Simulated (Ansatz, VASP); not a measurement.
**One calculation of InP, two programs**

```
In P
1.0
     0.00000    2.76850    2.76850
     2.76850    0.00000    2.76850
     2.76850    2.76850    0.00000
In P
1 1
Cartesian
  0.0000 0.0000 0.0000
  2.7685 2.7685 2.7685
```

Measurements of this composition are mostly on another form, of space group No. 216.

Alike in both runs: task relaxation of cell and atoms; functional PBE; k mesh 14 × 14 × 14; occupations gaussian, width 0.1 eV; no spin polarisation.

|  | VASP | Ansatz |
| --- | --- | --- |
| version | VASP 6.6.1 | Ansatz 0.2.0 |
| potentials or method | VASP PAW PBE potentials, release 64 (In_d, P) | scalar-relativistic, plane waves, PAW |
| plane-wave cutoff (eV) | 600 | 420 |
| valence electrons in the cell | 18 | 18 |

Ansatz gave:

* gap on the k mesh at the Fermi level, each at its own relaxed structure (eV): none
* relaxed volume (Å³/atom): 21.26
* relaxed cell length with the largest relative difference (Å): 3.918

Q: Estimate VASP's values.

A: gap on the k mesh at the Fermi level, each at its own relaxed structure (eV): none; relaxed volume (Å³/atom): 21.27; relaxed cell length with the largest relative difference (Å): 3.918.

A gap of «none» marks a metal or a gap that the smearing closes.
